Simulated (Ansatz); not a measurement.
# Straining Ti

Level of theory: Ansatz, DFT PBEsol, scalar-relativistic, plane waves, PAW. Run with 420 eV cutoff, 18×18×14 k-mesh, Gaussian smearing of 0.10 eV, no spin polarisation.

Reference structure (relaxed):

```
CELL_PARAMETERS angstrom
2.02792 2.02792 0.00000
-2.02792 2.02792 0.00000
0.00000 0.00000 4.05584
ATOMIC_POSITIONS crystal
Ti 0.00000 0.00000 0.00000
Ti 0.50000 0.50000 0.50000
```

Deformation: biaxial strain in the a-b plane, with the length and tilt of c and the atoms relaxed, all within the symmetry that the strain leaves. Energies are extrapolated to zero smearing.

```csv
strain (%),ΔE (meV/atom),a (Å),b (Å),c (Å)
-6.0,30.5,2.696,2.696,4.459
-4.0,14.7,2.753,2.753,4.321
-2.0,3.9,2.811,2.811,4.181
+0.0,0.0,2.868,2.868,4.056
+2.0,3.8,2.925,2.925,3.938
+4.0,14.3,2.983,2.983,3.815
+6.0,28.1,3.040,3.040,3.679
```

Q: Does one stiffness describe the whole range?

A: No: the innermost pair of points gives (1/V) d²E/dε² = 185 GPa and a cubic fit over all points 154 GPa, so terms beyond the third order count over this range.

Q: How does the free axis c answer a small strain?

A: Between the innermost points its strain is -1.50 times the applied one.

This fcc form isn't the element's structure at ambient conditions.